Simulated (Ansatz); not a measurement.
# 3-layer Hf2CO2 MXene (AA) in a perpendicular field, part 2 of 3

What dipole does a perpendicular field induce in the 3-layer Hf2CO2 MXene (AA), and does the gap follow? A positive field points along +c.

Ansatz 0.2.0; plane-wave DFT, PBE-D3(BJ), Ansatz PAW (set soft_1); PAW set soft_1.

So far. Step 2 (Relaxing the slab): The lattice constant a goes from 3.289 to 3.323 Å.

## (3) Atoms held, field 0

A sawtooth potential applies the field, turning back in the middle of the vacuum. With the dipole correction the typed value is the field outside the slab. The induced dipole is small, so the SCF threshold is tight.

The cell differs from the one that the last finished run ended in (c 72.359 → 34.679 Å).

input.yaml

```yaml
crystal:
  lattice:
    - [3.323149751, 0.0, 0.0]
    - [-1.6615748755, 2.877932105, 0.0]
    - [0.0, 0.0, 34.678609042]
  atoms:
    - { symbol: O, position: [0.3333333333, 0.6666666667, 0.2595259801] }
    - { symbol: Hf, position: [0.6666666667, 0.3333333333, 0.2857087209] }
    - { symbol: C, position: [0.0, 0.0, 0.3251197723] }
    - { symbol: Hf, position: [0.3333333333, 0.6666666667, 0.3645946406] }
    - { symbol: O, position: [0.6666666667, 0.3333333333, 0.3891774524] }
    - { symbol: O, position: [0.3333333333, 0.6666666667, 0.4359878639] }
    - { symbol: Hf, position: [0.6666666667, 0.3333333333, 0.4605747427] }
    - { symbol: C, position: [0.0, 0.0, 0.5] }
    - { symbol: Hf, position: [0.3333333333, 0.6666666667, 0.5394252573] }
    - { symbol: O, position: [0.6666666667, 0.3333333333, 0.5640121361] }
    - { symbol: O, position: [0.3333333333, 0.6666666667, 0.6108225476] }
    - { symbol: Hf, position: [0.6666666667, 0.3333333333, 0.6354053594] }
    - { symbol: C, position: [0.0, 0.0, 0.6748802277] }
    - { symbol: Hf, position: [0.3333333333, 0.6666666667, 0.7142912791] }
    - { symbol: O, position: [0.6666666667, 0.3333333333, 0.7404740199] }
kpoints:
  mp_grid: { grid: [18, 18, 1] }
  band_path:
    path: [[0, 0, 0], [0.5, 0, 0], [0.33333333, 0.33333333, 0], [0, 0, 0]]
    npoints: 16
hamiltonian:
  xc: pbe
  dispersion: d3bj
  pseudopotentials: { kind: paw, azcp: { folder: soft_1 } }
scf:
  occupations: { method: fermi_dirac, width: 0.02585 }
  convergence: { dr2_threshold: 1.0e-10 }
efield:
  axis: 3
  dipole_correction: true
  ramp_position: 0.97
  ramp_width: 0.06
  amplitude: 0
output:
  dos: { projected: true, e_range: [-6, 5] }
  write_potential: true
  write_density: true
  volumetric_format: npy
  elf: true
```

Started as:

```console
> ansatz run input.yaml --threads 4 --pin off --max-ram 8192MiB --backend cpu --events-out ev --progress --plain --runs-dir out
```

Standard output:

```text
[...]
Crystal: 15 atoms, lattice volume = 331.659 Å³
Basis set: ecut = 420 eV, 6595 PW (Γ)
Bands: 123, of which v1, the nominal top of the filled ones, is band 102 counted from 1 (101 counted from 0)
Symmetry: 6 space group operations
k-points: 37 of 324 (time reversal used)
[...]
SCF iter   1: F=—  HF=-98532.430076 eV  |F-HF|=—  |Δ(HF+E_count)|=         —  Δρ=1.32e-1  dr2=7.10e1  ethr=3.10e-3  p=0.000 e·Å  D=4.12e-13 V/Å  ΔV_dip=-0.00 eV  dr2_dipole=6.02e-8  V_vac-E_F(+/−)=8.82/8.82 eV  ⟨swp⟩=5.6  Hψ=16473  notcnv=0  defer=123
efield: sawtooth ramp at fractional position 0.9700 (set: `efield.ramp_position`, or a place that a band, a saddle search or an elastic batch's reference lends), width 0.0600; the density the first Hamiltonian is built on has a dipole p = 0.000 e·Å; the dipole correction subtracts the counter field D = 4.12e-13 V/Å, which shifts the + side's vacuum level by -0.00 eV against the − side's; the planar-averaged density in the ramp window peaks in size at 7.8e-6 e/Å³
[...]
SCF iter   2: F=—  HF=-98514.088272 eV  |F-HF|=—  |Δ(HF+E_count)|=    1.83e1  Δρ=4.30e-2  dr2=3.44e0  ethr=3.10e-3  p=0.000 e·Å  D=4.07e-5 V/Å  ΔV_dip=-0.00 eV  dr2_dipole=2.27e-7  V_vac-E_F(+/−)=6.60/6.60 eV  ⟨swp⟩=3.9  Hψ=10961  notcnv=0  defer=526
[...]
SCF iter  17: F=-98513.419452 eV  HF=-98513.419452 eV  |F-HF|=4.37e-11  |Δ(HF+E_count)|=  8.73e-11  Δρ=1.24e-7  dr2=6.33e-11  ethr=1.00e-12  p=0.000 e·Å  D=4.38e-9 V/Å  ΔV_dip=-0.00 eV  dr2_dipole=1.64e-15  V_vac-E_F(+/−)=4.91/4.91 eV  ⟨swp⟩=15.6  Hψ=24652  notcnv=0
SCF 1 converged in 17 iterations: F = -98513.419452 eV  dr2 = 6.33e-11
[...]
NSCF: frozen V_eff on 49 k-points
efield: sawtooth ramp at fractional position 0.9700 (kept from the solve that this one continues, or follows in the run), width 0.0600; the density the first Hamiltonian is built on has a dipole p = 0.000 e·Å; the dipole correction subtracts the counter field D = 4.38e-9 V/Å, which shifts the + side's vacuum level by -0.00 eV against the − side's; the planar-averaged density in the ramp window peaks in size at 7.9e-6 e/Å³
[...]
SCF converged after 17 iterations
Free energy (F): -98513.419452 eV
[...]
Internal energy: -98513.419452 eV  (E = F + TS)
E sigma→0 (E₀):  -98513.419452 eV
Entropy (-TS):   -0.000000 eV (-0.000 meV/atom)
Fermi energy:    6.874990 eV
Dipole field:    D = -0.000000 V/Å  (p = -0.000000 e·Å, saw-weighted, corrected)
Work function:   Φ+ = 4.9145 eV   Φ− = 4.9144 eV
Levels:          The Fermi level and band energies are counted from a zero that moves with the ramp; work functions are not
[...]
--- Band table (eV; the first three rows and the last of 37) ---
  k-point 0: bands = [... 98 lower, 6.4895, 6.4895, 6.5118, 6.5118, 8.5312, 8.5312, 8.6782, 8.6782, ... 17 higher]
  k-point 1: bands = [... 98 lower, 6.2675, 6.3176, 6.3697, 6.4418, 8.5807, 8.6600, 8.6890, 8.7073, ... 17 higher]
  k-point 2: bands = [... 98 lower, 5.8949, 5.9622, 6.0919, 6.1982, 8.4865, 8.5630, 8.5883, 8.9916, ... 17 higher]
  k-point 36: bands = [... 98 lower, 4.1641, 4.1755, 4.2236, 4.2236, 8.7426, 8.9178, 8.9920, 9.9088, ... 17 higher]
```

Wall time 87 s (4 threads of Intel Xeon Platinum 8488C (Sapphire Rapids), shared host); peak memory 2.4 GiB.

Numbers from this step:

```
dipole along the normal            : -6.96e-8 e·Å
gap along the path                 : 0.7302 eV
smallest direct gap along the path : 1.967 eV
ionisation energy, upper face      : 5.278 eV
electron affinity, upper face      : 4.547 eV
gap, the smaller of path and mesh  : 0.7302 eV
```

The electron's electrostatic potential energy less the Fermi level oscillates, so the rows of the table below give means over 1 Å (shorter at the two ends). Its distinct maxima (Å: eV): 13.9: -6.66, 20.8: -6.66. Distinct minima: 12.3: -9.10, 18.4: -9.10, 22.4: -9.10.

Running mean over a fixed 2.7 Å (it still follows the layers) of the planar mean; the ramp of the sawtooth is left out. Table of electron's electrostatic potential energy less the Fermi level by z; means over each step:

```csv
z (Å),electron's electrostatic potential energy less the Fermi level (eV)
4,4.91
5,4.91
6,4.90
7,4.42
8,0.505
9,-5.14
10,-8.46
11,-8.16
12,-8.67
13,-7.87
14,-6.76
15,-6.89
16,-8.60
17,-8.30
18,-8.62
19,-8.01
20,-6.76
21,-6.85
22,-8.50
23,-8.34
24,-8.41
25,-7.79
26,-3.46
27,2.23
28,4.75
29,4.91
30,4.91
31,4.91
```

The density of states has structure finer than the step of the table below, so its rows give means over 0.2 eV. Peaks (eV: height): -5.83: 34.3, -5.78: 31.3, -5.12: 18.7, -4.92: 21.6, -4.87: 17.1, -4.54: 30.6, -4.26: 27.8.

Density of states against energy, zero at the Fermi level of the run, which the smearing sets inside the gap; means over each step:

energy (eV), density of states (states/eV a cell) and a bar:
```
     -5.8       22.8 ##############################
     -5.6        5.7 #######
     -5.4        7.9 ##########
     -5.2       10.5 ##############
     -5.0       12.7 #################
     -4.8       10.0 #############
     -4.6       20.3 ###########################
     -4.4       14.0 ##################
     -4.2       18.2 ########################
     -4.0        9.6 #############
     -3.8        4.6 ######
     -3.6        0.4 #
     -3.4        1.5 ##
     -3.2        3.9 #####
     -3.0        5.2 #######
     -2.8        8.8 ############
     -2.6        7.5 ##########
     -2.4        7.0 #########
     -2.2        7.6 ##########
     -2.0       10.5 ##############
     -1.8       12.3 ################
     -1.6       10.7 ##############
     -1.4        5.9 ########
     -1.2        5.2 #######
     -1.0        2.0 ###
     -0.8        1.3 ##
     -0.6        1.0 #
     -0.4        0.3 
     -0.2        0.0 
      0.0        0.0 
      0.2        0.0 
      0.4        0.3 
      0.6        0.8 #
      0.8        1.3 ##
      1.0        2.3 ###
      1.2        3.0 ####
      1.4        6.0 ########
      1.6        7.9 ##########
      1.8        6.7 #########
      2.0        3.3 ####
      2.2        1.6 ##
```

Projected DOS per atom over height of the atomic layer and energy from the Fermi level. Layers: O Hf C Hf O O Hf C Hf O O Hf C Hf O from below.

Ten even steps from '_' (0.00 states/eV) to '@' (3.09 states/eV), each cell a mean:
```
______..______________..______
__::__::____::__::____::__::__
__::__::____::__::____::__::__
__..__..______________..__..__
______________________________
______________________________
______________________________
______________________________
______________________________
____::________::________::____
....**........++........**....
....++........++........++....
__..--..____..--..____..--..__
....--........--........--....
____..________..________..____
______________________________
::______----______----______::
##......++++......++++......##
@@--....----..__..----....--@@
**::__..::--..__..--::..__::**
==..____....______....____..==
....__::####::__::####::__....
```
Columns: height of the atomic layer (Å) from 9 to 25.7 (not evenly spaced); rows upwards: energy from the Fermi level (eV) from -5.96 to 2.32.

Electronic bands along the path, in eV, zero at the Fermi level of the run, which the smearing sets inside the gap:

```csv
point,band 99,band 100,band 101,band 102,band 103,band 104,band 105,band 106
Γ,-0.39,-0.39,-0.36,-0.36,1.66,1.66,1.80,1.80
halfway,-1.43,-1.43,-1.36,-1.22,1.02,1.20,1.45,3.00
M,-1.65,-1.60,-1.60,-1.60,0.37,0.78,1.27,3.16
halfway,-2.32,-2.17,-2.02,-1.94,1.37,1.59,1.86,3.20
K,-2.71,-2.70,-2.65,-2.65,1.87,2.04,2.12,3.03
halfway,-2.02,-1.72,-1.47,-1.28,1.55,1.63,1.72,2.53
Γ,-0.39,-0.39,-0.36,-0.36,1.66,1.66,1.80,1.80
```

ELF in the ca plane at fractional y = 0.333, with atoms of Hf and O within 0.2 Å of it. It is the smooth field of the valence electrons, not physical close to the nuclei.

Ten even steps from '0' (0.00) to '9' (0.85), each cell a mean:
```
00000000000000011124542354113686201245324531
00000000000000000158984122127989712699831221
00000000000000000279996111148758923899951111
00000000000000000279995111138879812799941111
00000000000000001136863233115898411477622321
00000000000000123322222564111343112222236631
00000000000000146653125885222100146521268742
00000000000000246763136885232100157631378742
00000000000000135531114775211121024311257741
```
Columns run along c (16.0 Å, from fractional 0.07 to 0.54 of the cell), rows up along a (3.3 Å). Atoms in or near the plane, at fractional coordinates: Hf at (0.29, 0.67), O at (0.39, 0.67), Hf at (0.46, 0.67).

Valence density in the ca plane at fractional y = 0.333, with atoms of Hf and O within 0.2 Å of it. It is the smooth field of the valence electrons, not physical close to the nuclei.

Ten steps, logarithmic in the rise over the least value, from '0' (0 e/Å³) to '9' (44 e/Å³), each cell a mean:
```
00000000000000000000012321100001121100123211
00000000000000000000025774100001344201367631
00000000000000000000037995100002465311489841
00000000000000000000026985100002454211379741
00000000000000000000013552100001232100245421
00000000000000000000011111111111111000111111
00000000000000000000111001111111100001110011
00000000000000000000111001111111100001110011
00000000000000000000011111111111100000111111
```
Columns run along c (16.0 Å, from fractional 0.04 to 0.50 of the cell), rows up along a (3.3 Å). Atoms in or near the plane, at fractional coordinates: Hf at (0.29, 0.67), O at (0.39, 0.67), Hf at (0.46, 0.67).

Electrostatic potential energy in the ca plane at fractional y = 0.333, with atoms of Hf and O within 0.2 Å of it. With pseudopotentials it is smooth inside the atoms' cores, unlike the true potential.

Values in eV, 5 rows by 16 columns, each cell a mean:
```
 -3 -21   0   6  -2   0  -1 -21  -2   7  -1  -2   1 -21  -4   7
-12 -20  -8   8 -14 -16  -9 -20 -11   8 -11 -19  -6 -20 -14   8
 -4 -21   0   6  -3  -1  -1 -21  -3   7  -1  -3   1 -21  -5   7
  7   3   7   1  -4   7   7   2   6   2  -4   7   7   2   6   3
  7   3   7   1  -4   7   7   3   6   2  -5   7   7   3   6   3
```
Columns run along c (16.0 Å, from fractional 0.25 to 0.71 of the cell; values clipped at the 3rd and 97th percentile), rows up along a (3.3 Å). Atoms in or near the plane, at fractional coordinates: Hf at (0.29, 0.67), O at (0.39, 0.67), Hf at (0.46, 0.67), O at (0.56, 0.67), Hf at (0.64, 0.67).

The gap is 0.73 eV, with the valence edge 5.28 eV and the conduction edge 4.55 eV under the upper vacuum level. Spin-orbit coupling, left out in this run, matters for the bands of elements this heavy.

## (4) Single point, field 0.1 V/Å

input.yaml: that of step 3 with these lines changed.

```diff
@@ -36,7 +36,6 @@
   dipole_correction: true
-  ramp_position: 0.97
-  ramp_width: 0.06
-  amplitude: 0
+  ramp_position: 0.958
+  ramp_width: 0.0841
+  amplitude: 0.1
 output:
-  dos: { projected: true, e_range: [-6, 5] }
   write_potential: true
@@ -44,2 +43 @@
   volumetric_format: npy
-  elf: true
```

Standard output:

```text
[...]
Crystal: 15 atoms, lattice volume = 331.659 Å³
Basis set: ecut = 420 eV, 6595 PW (Γ)
Bands: 123, of which v1, the nominal top of the filled ones, is band 102 counted from 1 (101 counted from 0)
Symmetry: 6 space group operations
k-points: 37 of 324 (time reversal used)
[...]
k-point 0: bands = [... 98 lower, 6.4625, 6.4625, 6.5748, 6.5748, 8.5124, 8.5124, 8.6703, 8.6703, ... 17 higher]
  k-point 1: bands = [... 98 lower, 6.2474, 6.3530, 6.3554, 6.4792, 8.5600, 8.6432, 8.6568, 8.7520, ... 17 higher]
  k-point 2: bands = [... 98 lower, 5.9205, 5.9418, 6.0834, 6.2262, 8.4562, 8.5375, 8.6424, 8.9766, ... 17 higher]
  k-point 36: bands = [... 98 lower, 4.1353, 4.1871, 4.2449, 4.3100, 8.7325, 8.8869, 9.0318, 9.8151, ... 17 higher]
[key lines of the parts left out:]
SCF converged after 18 iterations
Free energy (F): -98513.423691 eV
Fermi energy:    6.896690 eV
Dipole field:    D = 0.046258 V/Å  (p = 0.084785 e·Å, saw-weighted, corrected)
```

Wall time 84 s (4 threads); peak memory 2.1 GiB.

The dipole is 0.0848 e·Å, and the gap 0.659 eV.

## (5) Atoms held, field -0.1 V/Å

input.yaml: that of step 4 with these lines changed.

```diff
@@ -38,3 +38,3 @@
   ramp_width: 0.0841
-  amplitude: 0.1
+  amplitude: -0.1
 output:
```

Standard output:

```text
[...]
Crystal: 15 atoms, lattice volume = 331.659 Å³
Basis set: ecut = 420 eV, 6595 PW (Γ)
Bands: 123, of which v1, the nominal top of the filled ones, is band 102 counted from 1 (101 counted from 0)
Symmetry: 6 space group operations
k-points: 37 of 324 (time reversal used)
[...]
k-point 0: bands = [... 98 lower, 6.4627, 6.4627, 6.5750, 6.5750, 8.5126, 8.5126, 8.6705, 8.6705, ... 17 higher]
  k-point 1: bands = [... 98 lower, 6.2476, 6.3532, 6.3556, 6.4794, 8.5602, 8.6434, 8.6570, 8.7522, ... 17 higher]
  k-point 2: bands = [... 98 lower, 5.9207, 5.9419, 6.0836, 6.2263, 8.4564, 8.5377, 8.6425, 8.9768, ... 17 higher]
  k-point 36: bands = [... 98 lower, 4.1355, 4.1873, 4.2451, 4.3101, 8.7327, 8.8871, 9.0320, 9.8153, ... 17 higher]
[key lines of the parts left out:]
SCF converged after 18 iterations
Free energy (F): -98513.423691 eV
Fermi energy:    6.896876 eV
Dipole field:    D = -0.046258 V/Å  (p = -0.084785 e·Å, saw-weighted, corrected)
```

Run time: 84 s. Hardware: 4 threads; peak memory 2.1 GiB; 5.5 min of CPU time.

The dipole is -0.0848 e·Å, and the gap 0.659 eV.

## (6) Atoms held, field 0.2 V/Å

input.yaml: that of step 5 with these lines changed.

```diff
@@ -38,3 +38,3 @@
   ramp_width: 0.0841
-  amplitude: -0.1
+  amplitude: 0.2
 output:
```

Standard output:

```text
[...]
Crystal: 15 atoms, lattice volume = 331.659 Å³
Basis set: ecut = 420 eV, 6595 PW (Γ)
Bands: 123, of which v1, the nominal top of the filled ones, is band 102 counted from 1 (101 counted from 0)
Symmetry: 6 space group operations
k-points: 37 of 324 (time reversal used)
[...]
k-point 0: bands = [... 98 lower, 6.4582, 6.4582, 6.6511, 6.6511, 8.4644, 8.4644, 8.6604, 8.6604, ... 17 higher]
  k-point 1: bands = [... 98 lower, 6.2503, 6.3448, 6.4197, 6.5456, 8.5060, 8.5995, 8.6359, 8.7967, ... 17 higher]
  k-point 2: bands = [... 98 lower, 5.8904, 5.9701, 6.0737, 6.2847, 8.3897, 8.5283, 8.7131, 8.9368, ... 17 higher]
  k-point 36: bands = [... 98 lower, 4.1255, 4.2566, 4.3218, 4.3973, 8.6997, 8.8508, 9.0977, 9.7203, ... 17 higher]
[key lines of the parts left out:]
SCF converged after 18 iterations
Free energy (F): -98513.436410 eV
Fermi energy:    6.922814 eV
Dipole field:    D = 0.092526 V/Å  (p = 0.169587 e·Å, saw-weighted, corrected)
```

Elapsed: 83 s, on 4 threads; peak memory 2.1 GiB; 5.4 min of CPU time.

The dipole is 0.170 e·Å, and the gap 0.560 eV.

(Part 2 of 3 ends here.)

[Long decimals in the printed logs are rounded to 6 places.]

[Logs are printed without paths, hosts, clocks, repeated set-up lines and the standing remarks that a program may print on its own settings, such as how far it seeks lower states.]

[Hosts, paths, dates, database ids (printed as entryN), source tags and the programs' standing remarks are cut or masked in the printed files.]

[Maps of the electrostatic potential energy from Ansatz leave out the sawtooth potential of an applied field or a dipole correction, so their vacuum need not be flat; planar profiles and work functions include it.]

[The density of states shown here was stored with 400 of the rows of the run's finer table, so its peaks can read low, often by over a quarter, or be missed, and its means over a window can be off by a tenth or more.]
